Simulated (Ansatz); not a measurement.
## Bi₂Te₃: strain and displacement

```
CELL_PARAMETERS angstrom
2.20850 1.27508 9.94667
-2.20850 1.27508 9.94667
0.00000 -2.55016 9.94667
ATOMIC_POSITIONS crystal
Bi 0.81200 0.81200 0.81200
Bi 0.40200 0.40200 0.40200
Te 0.61100 0.61100 0.61100
Te 0.20000 0.20000 0.20000
Te 0.00000 0.00000 0.00000
```

Atom numbers follow the list: Bi1, Bi2, Te3, Te4, Te5.

The geometry is COD entry 9012858, unchecked; take it as a test cell.

Spin–orbit coupling is left out, though it moves levels of the heavy atoms by tenths of an eV or more.

Theory: DFT, PBE, all-electron LAPW, scalar-relativistic in Ansatz 0.2.0.

Settings: a Γ-centred 8×8×8 k mesh, Fermi–Dirac smearing of 0.08 eV, basis error target 1 meV/atom, no spin polarisation.

The unchanged cell is at 1.69 GPa.

In a metal, stresses and small energies carry noise from the k mesh.

x, y and z are the Cartesian axes of the cell as listed; fractional coordinates follow a strain, and an engineering shear is twice the off-diagonal strain component.

Question: With this change (equal xy, yz and zx engineering shear strains of -3 %), what becomes of the energy and stress and forces?

Answer: Energy change +5 meV/atom; stress change (xx, yy, zz, yz, xz, xy) -0.58, 0.72, 0.05, 1.10, 0.43, -0.09 GPa, compression positive; change of the force on Te4 (0.077, 0.205, 0.012) eV/Å.

Question: With this change (equal xy, yz and zx engineering shear strains of -1 %), what becomes of the energy and stress and forces?

Answer: Energy change under 1 meV/atom; stress change (xx, yy, zz, yz, xz, xy) -0.21, 0.23, 0.01, 0.38, 0.16, -0.02 GPa, compression positive; change of the force on Te4 (0.026, 0.068, 0.001) eV/Å.

Question: With this change (equal xy, yz and zx engineering shear strains of +2 %), what becomes of the energy and stress and forces?

Answer: Energy change +2 meV/atom; stress change (xx, yy, zz, yz, xz, xy) 0.44, -0.38, 0.02, -0.74, -0.34, 0.04 GPa, compression positive; change of the force on Te4 (-0.046, -0.126, 0.006) eV/Å.

Question: With this change (equal xy, yz and zx engineering shear strains of -2 %), what becomes of the energy and stress and forces?

Answer: Energy change +2 meV/atom; stress change (xx, yy, zz, yz, xz, xy) -0.40, 0.47, 0.02, 0.75, 0.30, -0.05 GPa, compression positive; change of the force on Te4 (0.052, 0.137, 0.005) eV/Å.

Question: With this change (equal xy, yz and zx engineering shear strains of +1 %), what becomes of the energy and stress and forces?

Answer: Energy change under 1 meV/atom; stress change (xx, yy, zz, yz, xz, xy) 0.22, -0.20, 0.01, -0.38, -0.17, 0.02 GPa, compression positive; change of the force on Te4 (-0.024, -0.065, 0.001) eV/Å.

Question: With this change (equal xy, yz and zx engineering shear strains of +3 %), what becomes of the energy and stress and forces?

Answer: Energy change +5 meV/atom; stress change (xx, yy, zz, yz, xz, xy) 0.66, -0.51, 0.05, -1.06, -0.50, 0.07 GPa, compression positive; change of the force on Te4 (-0.066, -0.183, 0.014) eV/Å.
